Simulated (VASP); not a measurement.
# Cu (Fm-3m) in VASP: further runs, part 2 of 2

VASP 6.6.1. Earlier steps stand in the parts before.

### Step 3. Relaxation of cell and atoms, PBE+D3(BJ)

This run uses another cell than the first one, of 11.35 Å³/atom, 0.961 times its volume.

Input file INCAR:

```
PREC = Accurate
ENCUT = 600
EDIFF = 1E-7
ISMEAR = 1
SIGMA = 0.1
LREAL = F
LASPH = T
NELM = 80
ALGO = Normal
ISIF = 3
LWAVE = F
LCHARG = F
GGA = PE
IVDW = 12
IBRION = 2
NSW = 90
EDIFFG = -0.005
```

Input file KPOINTS:

```
regular mesh
0
Gamma
  22 22 22
```

Input file POSCAR:

```
Cu                                      
1.0
   -0.0000000000      1.7836598445      1.7836598445
    1.7836598445      0.0000000000      1.7836598445
    1.7836598445      1.7836598445      0.0000000000
  Cu            
     1
Direct
     0.0000000000000000    0.0000000000000000    0.0000000000000000
```

Potentials or basis: VASP PAW PBE potentials, release 64 (Cu).

The run is started by

```sh
> cat potpaw_PBE.64/Cu/POTCAR > POTCAR
> mpirun -np 1 vasp_std > vasp.out
```

It took 17 s on 1 thread of Intel Xeon 6975P-C (Granite Rapids), shared host; peak memory 0.16 GiB.

It converged, with:

```
Free energy                : -4.3194 eV
Pressure after relaxing    : 0.0 GPa
Band gap on the k mesh     : none (metal or under the smearing width)
Dispersion energy per atom : -0.608 eV
```

Final structure:
```yaml
crystal:
  lattice:
    - [0.00000, 1.78366, 1.78366]
    - [1.78366, 0.00000, 1.78366]
    - [1.78366, 1.78366, 0.00000]
  atoms:
    - { symbol: Cu, position: [0.00000, 0.00000, 0.00000] }
```

Levels at points of the mesh, in eV from the Fermi level:
| k point | band 3 | band 4 | band 5 | band 6 | band 7 | band 8 | band 9 |
| --- | --- | --- | --- | --- | --- | --- | --- |
| (0.00, 0.00, 0.00) | -3.15 | -3.15 | -2.28 | -2.28 | 22.91 | 25.87 | 25.87 |
| (0.50, 0.00, 0.00) | -3.19 | -1.67 | -1.67 | -1.12 | 3.96 | 21.39 | 22.70 |
| (0.50, 0.50, 0.00) | -1.69 | -1.52 | -1.52 | 1.47 | 7.40 | 13.40 | 13.40 |

Caveat: the relaxation stopped at its first step, so nothing moved; pairwise dispersion overbinds metals, which lowers pressure and volume.

### Step 4. Relaxation of cell and atoms, PBE

Input file INCAR:

```
SYSTEM = Cu
PREC = Accurate ; ENCUT = 600
EDIFF = 1E-6 ; ISMEAR = 1
SIGMA = 0.1 ; LREAL = .FALSE.
LASPH = .TRUE. ; NELM = 80
ALGO = Normal ; ISIF = 3
LWAVE = .FALSE. ; LCHARG = .FALSE.
GGA = PE ; IBRION = 2
NSW = 90 ; EDIFFG = -0.01
```

Input file KPOINTS:

```
Automatic mesh
0
G
  22 22 22
  0 0 0
```

Input file POSCAR:

```
Cu
1.0
    0.0000000000      1.8075000000      1.8075000000
    1.8075000000      0.0000000000      1.8075000000
    1.8075000000      1.8075000000      0.0000000000
Cu
1
Direct
    0.0000000000      0.0000000000      0.0000000000
```

The run is started by

```sh
> cat potpaw_PBE.64/Cu/POTCAR > POTCAR
> mpirun -np 1 vasp_std > vasp.out
```

It took 25 s on 1 thread of Intel Xeon 6975P-C (Granite Rapids), shared host; peak memory 0.16 GiB.

It converged, with:

```
Free energy                            : -3.7291 eV
Relaxed volume                         : 12.00 Å³/atom
Relaxed cell                           : a = 2.570 Å, b = 2.570 Å, c = 2.570 Å, α = 60.00°, β = 60.00°, γ = 60.00°
Space group after relaxing (to 0.05 Å) : Fm-3m (No. 225)
Energy gained by relaxing              : 1.4 meV/atom
Ionic steps                            : 3
Pressure after relaxing                : -0.1 GPa
Band gap on the k mesh                 : none (metal or under the smearing width)
```

The path:
```tsv
step	energy change (eV)	largest force (eV/Å)	pressure (GPa)	volume (Å³)
1	0.0000	0.0000	2.33	11.81
2	-0.0010	0.0000	-1.26	12.11
3	-0.0014	0.0000	-0.05	12.00
```

Final structure:
```xyz
1
Lattice="0.0000 1.8173 1.8173 1.8173 0.0000 1.8173 1.8173 1.8173 0.0000" Properties=species:S:1:pos:R:3 pbc="T T T"
Cu    0.0000    0.0000    0.0000
```

Levels at points of the mesh, in eV from the Fermi level:
```tsv
k point	band 2	band 3	band 4	band 5	band 6	band 7	band 8	band 9
(0.00, 0.00, 0.00)	-2.97	-2.97	-2.97	-2.16	-2.16	22.48	24.99	24.99
(0.50, 0.00, 0.00)	-3.00	-3.00	-1.61	-1.61	-0.94	3.69	20.98	21.83
(0.50, 0.50, 0.00)	-4.32	-1.63	-1.47	-1.47	1.52	7.01	12.97	12.97
```

PBE usually gives volumes a little too large and moduli too small. Zero-point motion and thermal expansion aren't in these numbers.

### Step 5. Relaxation of cell and atoms, PBE

This run uses another cell than the first one, of 12.00 Å³/atom, 1.016 times its volume.

Input file INCAR:

```
SYSTEM = Cu
PREC = Accurate ; ENCUT = 600
EDIFF = 1E-7 ; ISMEAR = 1
SIGMA = 0.1 ; LREAL = .FALSE.
LASPH = .TRUE. ; NELM = 80
ALGO = Normal ; ISIF = 3
LWAVE = .FALSE. ; LCHARG = .FALSE.
GGA = PE ; IBRION = 2
NSW = 90 ; EDIFFG = -0.005
```

KPOINTS is that of step 4.

Input file POSCAR:

```
Cu                                      
1.0
    0.0000000000      1.8173086520      1.8173086520
    1.8173086520      0.0000000000      1.8173086520
    1.8173086520      1.8173086520     -0.0000000000
  Cu            
     1
Direct
     0.0000000000000000    0.0000000000000000    0.0000000000000000
```

Potentials or basis: VASP PAW PBE potentials, release 64 (Cu).

The run is started by

```sh
> cat potpaw_PBE.64/Cu/POTCAR > POTCAR
> mpirun -np 1 vasp_std > vasp.out
```

OUTCAR:

```text
SYSTEM = Cu
   PREC = Accurate
   ENCUT = 600
   EDIFF = 1E-7
   ISMEAR = 1
   LREAL = .FALSE.
   LASPH = .TRUE.
   NELM = 80
   ISIF = 3
   GGA = PE
   IBRION = 2
   NSW = 90
   EDIFFG = -0.005

 ion  position               nearest neighbor table
   1  0.000  0.000  0.000-

  LATTYP: Found a face centered cubic cell.
 ALAT       =     3.6346173040

  Lattice vectors:

 A1 = (   0.0000000000,   1.8173086520,   1.8173086520)
 A2 = (   1.8173086520,   0.0000000000,   1.8173086520)
[... 464 lines left out ...]
      3       4.4021      2.00000
      4       5.4674      2.00000
      5       5.7367      2.00000
      6       6.6207      2.00000
      7      11.3433      0.00000
      8      27.4609      0.00000
      9      28.7505      0.00000

 [... further k-points ...]
[... 5 lines left out ...]
  --------------------------------------------------------------------------------------
  -------------------------------------------------------------------------------------
  Total        0.0007234      0.0007234      0.0007234      0.0000000      0.0000000      0.0000000
  in kB        0.0965612      0.0965612      0.0965612      0.0000000      0.0000000      0.0000000
  external PRESSURE =       0.0965612 kB  Pullay stress =       0.0000000 kB

 VOLUME and BASIS-vectors are now :
 -----------------------------------------------------------------------------
  energy-cutoff  :      600.00
  volume of cell :       12.00
      direct lattice vectors                 reciprocal lattice vectors
     0.000000000  1.817308652  1.817308652    -0.275132130  0.275132130  0.275132130
     1.817308652  0.000000000  1.817308652     0.275132130 -0.275132130  0.275132130
     1.817308652  1.817308652  0.000000000     0.275132130  0.275132130 -0.275132130

 POSITION                                       TOTAL-FORCE (eV/Angst)
 -----------------------------------------------------------------------------------
      0.00000      0.00000      0.00000         0.000000      0.000000     -0.000000
 -----------------------------------------------------------------------------------
    total drift:                               -0.000000      0.000000     -0.000000

  FREE ENERGIE OF THE ION-ELECTRON SYSTEM (eV)
  ---------------------------------------------------
  free  energy   TOTEN  =        -3.7291645373 eV

  energy  without entropy=       -3.7291227041  energy(sigma->0) =       -3.72915059

 reached required accuracy - stopping structural energy minimisation
```

Wall time 14 s (1 thread of Intel Xeon 6975P-C (Granite Rapids), shared host); peak memory 0.17 GiB.

Results:

```
Free energy             : -3.7292 eV
Pressure after relaxing : 0.0 GPa
Band gap on the k mesh  : none (metal or under the smearing width)
```

Final structure:
```
CELL_PARAMETERS angstrom
0.00000 1.81731 1.81731
1.81731 0.00000 1.81731
1.81731 1.81731 0.00000
ATOMIC_POSITIONS crystal
Cu 0.00000 0.00000 0.00000
```

Caveat: the relaxation stopped at its first step, so nothing moved.

### Step 6. Relaxation of cell and atoms, LDA

Input file INCAR:

```
SYSTEM = Cu
PREC = Accurate
ENCUT = 600
EDIFF = 1E-6
ISMEAR = 1
SIGMA = 0.1
LREAL = .FALSE.
LASPH = .TRUE.
NELM = 80
ALGO = Normal
ISIF = 3
LWAVE = .FALSE.
LCHARG = .FALSE.
GGA = CA
IBRION = 2
NSW = 90
EDIFFG = -0.01
```

KPOINTS is that of step 5.

Input file POSCAR:

```
Cu
1.0
    0.0000000000      1.8075000000      1.8075000000
    1.8075000000      0.0000000000      1.8075000000
    1.8075000000      1.8075000000      0.0000000000
Cu
1
Direct
    0.0000000000      0.0000000000      0.0000000000
```

Potentials or basis: VASP PAW LDA potentials, release 64 (Cu).

The run is started by

```sh
> cat potpaw_LDA.64/Cu/POTCAR > POTCAR
> mpirun -np 1 vasp_std > vasp.out
```

Wall time 28 s (1 thread of Intel Xeon 6975P-C (Granite Rapids), shared host); peak memory 0.16 GiB.

Results (log left out):

| Quantity | Value |
| --- | --- |
| Free energy | -4.7094 eV |
| Relaxed volume | 10.94 Å³/atom |
| Relaxed cell | a = 2.492 Å, b = 2.492 Å, c = 2.492 Å, α = 60.00°, β = 60.00°, γ = 60.00° |
| Space group after relaxing (to 0.05 Å) | Fm-3m (No. 225) |
| Energy gained by relaxing | 34.4 meV/atom |
| Ionic steps | 3 |
| Pressure after relaxing | -0.1 GPa |
| Band gap on the k mesh | none (metal or under the smearing width) |

The path:
| step | energy change (eV) | largest force (eV/Å) | pressure (GPa) | volume (Å³) |
| --- | --- | --- | --- | --- |
| 1 | 0.0000 | 0.0000 | -11.70 | 11.81 |
| 2 | -0.0173 | 0.0000 | 10.66 | 10.40 |
| 3 | -0.0344 | 0.0000 | -0.08 | 10.94 |

Final structure:
```
Cu
1.0
     0.00000    1.76208    1.76208
     1.76208    0.00000    1.76208
     1.76208    1.76208    0.00000
Cu
1
Direct
  0.00000 0.00000 0.00000
```

Levels at points of the mesh, in eV from the Fermi level:
| k point | band 4 | band 5 | band 6 | band 7 | band 8 | band 9 |
| --- | --- | --- | --- | --- | --- | --- |
| (0.00, 0.00, 0.00) | -3.32 | -2.37 | -2.37 | 23.28 | 26.36 | 26.36 |
| (0.50, 0.00, 0.00) | -1.73 | -1.73 | -1.21 | 4.13 | 21.76 | 23.12 |
| (0.50, 0.50, 0.00) | -1.58 | -1.58 | 1.43 | 7.66 | 13.60 | 13.60 |

### Step 7. The runs side by side

| level | potentials or basis | gap on the mesh (eV) | pressure (GPa) |
| --- | --- | --- | --- |
| PBE+D3(BJ) | VASP PAW PBE potentials, release 64 (Cu) | none | 0.0 |
| PBE | VASP PAW PBE potentials, release 64 (Cu) | none | 0.0 |
| LDA | VASP PAW LDA potentials, release 64 (Cu) | none | -0.1 |

Alike in all rows: task relaxation of cell and atoms; no spin polarisation; cell relaxed; k mesh 22 × 22 × 22; cutoff (eV) 600; smearing methfessel-paxton 0.1 eV.

Caveats: the relaxation stopped at its first step, so nothing moved (some runs); pairwise dispersion overbinds metals, which lowers pressure and volume (some runs).

Total energies depend on the potentials used, so only differences within one code and one set of settings carry meaning.
